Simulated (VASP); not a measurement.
Set up this calculation in VASP 6.6.1, as the native input.

```
Task                   : relaxation of cell and atoms
Functional             : PBE
Potentials or basis    : VASP PAW PBE potentials, release 64 (Ba_sv, Ti_sv, O)
Cutoff                 : 600 eV
k mesh                 : 8 × 8 × 8
Occupations            : gaussian, width 0.03 eV
Spin                   : no spin polarisation
Further INCAR settings : ALGO = Normal; EDIFF = 1e-07; IBRION = 2; EDIFFG = -0.005; NSW = 90; ISIF = 3
```

The structure of BaTiO3 lies in POSCAR:

```
BaTiO3                                  
1.0
    3.9962396234      0.0000000000      0.0000000000
    0.0000000000      3.9962396234     -0.0000000000
    0.0000000000     -0.0000000000      4.2244768980
  Ba              Ti              O             
     1     1     3
Direct
     0.0000000000000000    0.0000000000000000    0.9907624793253134
     0.5000000000000000    0.5000000000000000    0.4715534292311642
     0.5000000000000000    0.5000000000000000    0.0418836320664974
     0.5000000000000000    0.0000000000000000    0.5194002296885157
     0.0000000000000000    0.5000000000000000    0.5194002296885157
```

These files were run (other wordings do the same):

INCAR

```
SYSTEM = BaTiO3
ALGO = Normal ; EDIFF = 1E-7
EDIFFG = -0.005 ; ENCUT = 600
GGA = PE ; IBRION = 2
ISIF = 3 ; ISMEAR = 0
KPAR = 2 ; LASPH = .True.
LCHARG = .False. ; LREAL = .False.
LWAVE = .False. ; NELM = 80
NSW = 90 ; PREC = Accurate
SIGMA = 0.03
```

KPOINTS

```
k-points
0
Gamma
  8 8 8
  0 0 0
```

Potentials or basis: VASP PAW PBE potentials, release 64 (Ba_sv, Ti_sv, O).

Command:

```sh
$ cat potpaw_PBE.64/Ba_sv/POTCAR potpaw_PBE.64/Ti_sv/POTCAR potpaw_PBE.64/O/POTCAR > POTCAR
$ mpirun -np 2 vasp_std > vasp.out
```

It gave:

* Relaxed volume: 13.48 Å³/atom
* Relaxed cell: a = 3.995 Å, b = 3.995 Å, c = 4.223 Å, α = 90.00°, β = 90.00°, γ = 90.00°
* Space group after relaxing (to 0.05 Å): P4mm (No. 99)
* Energy gained by relaxing: 0.0 meV/atom
* Ionic steps: 4
* Pressure after relaxing: 0.0 GPa
* Band gap on the k mesh: 1.77 eV, indirect (least direct gap 2.34 eV)

Caveat: spin-orbit coupling is left out, which moves the levels of the heavy elements.

It took 2.1 min on 2 MPI ranks on AMD EPYC 9R45 (Zen 5), with other jobs on the host, peak memory 0.28 GiB a rank.
